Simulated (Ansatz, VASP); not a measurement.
## Pb in VASP and in Ansatz

```
Pb
1.0
     0.00000    2.43755    2.43755
     2.43755    0.00000    2.43755
     2.43755    2.43755    0.00000
Pb
1
Direct
  0.00000 0.00000 0.00000
```

Alike in both runs: task single point; functional LDA; k mesh 11 × 11 × 11; no spin polarisation.

```csv
,VASP,Ansatz
version,VASP 6.6.1,Ansatz 0.2.0
potentials or method,"VASP PAW LDA potentials, release 64 (Pb_d)","plane waves (420 eV) with PAW, scalar-relativistic"
plane-wave cutoff (eV),520,420
occupations,"methfessel-paxton of order 1, width 1 eV","cold, width 1 eV"
valence electrons in the cell,14,14
```

```tsv
	VASP	Ansatz	Ansatz less VASP
pressure (GPa)	0.2	0.1	-0.04
```

Ansatz warned: «pseudo_functional_mismatch».

The runs have no spin-orbit coupling, so splittings on Pb are missing.
